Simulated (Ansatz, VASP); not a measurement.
One calculation of Au, two programs

```
CELL_PARAMETERS angstrom
0.00000 2.12655 2.12655
2.12655 0.00000 2.12655
2.12655 2.12655 0.00000
ATOMIC_POSITIONS crystal
Au 0.00000 0.00000 0.00000
```

Change from the starting cell: volume scaled by 1.06, crystal datasets.

Alike in both runs: task electric field gradients; functional LDA; k mesh 15 × 15 × 15; occupations fermi-dirac, width 0.03 eV; no spin polarisation.

```csv
,VASP,Ansatz
version,VASP 6.6.1,Ansatz 0.2.0
potentials or method,"VASP PAW LDA potentials, release 64 (Au), cutoff 520 eV","all-electron PAW with datasets made for the crystal, scalar-relativistic"
```

VASP gave:

| Quantity | Value |
| --- | --- |
| pressure (GPa) | -18.5 |
| Vzz of the field gradient on the site that differs most (V/Å²) | 0.0 |

Q: Which values does Ansatz return?

A: Pressure (GPa): -18.8; Vzz of the field gradient on the site that differs most (V/Å²): 0.0.

Ansatz ran all-electron here, so the differences hold the error of VASP's frozen core and of both bases. Ansatz warned: «gradients_without_spin_orbit».

Caveats: so large a pressure means that the cell lies far from this level's equilibrium, or that cutoff or potentials fall short (VASP). The runs have no spin-orbit coupling, so splittings on Au are missing.
